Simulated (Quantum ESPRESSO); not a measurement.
Crystal: SiC (Moissanite).

```
Si C
1.0
     3.07600    0.00000    0.00000
    -1.53800    2.66389    0.00000
     0.00000    0.00000    5.04800
Si C
2 2
Direct
  0.66667 0.33333 0.50000
  0.33333 0.66667 0.00000
  0.66667 0.33333 0.88500
  0.33333 0.66667 0.38500
```

Base run:

- Program: Quantum ESPRESSO 7.5
- Functional: PBE
- Potentials or basis: SG15 PBE 1.2
- Cutoff: 952 eV
- Density cutoff: 3810 eV
- k mesh: 6 × 6 × 4
- Occupations: fixed
- Spin: no spin polarisation

Its results: band gap on the k mesh, mean-field level 2.35 eV, indirect (least direct gap 4.09 eV).

The run is repeated on the same cell with these changes: functional from PBE to PBEsol; potentials or basis from SG15 PBE 1.2 to PseudoDojo 0.4.1 SR PBEsol standard; cutoff from 952 eV to 776 eV; density cutoff from 3810 eV to 3129 eV. What comes out?

Band gap on the k mesh, mean-field level 2.16 eV, indirect (least direct gap 3.96 eV).

A k mesh can miss the band edges.

Not every run made on this cell is shown here.
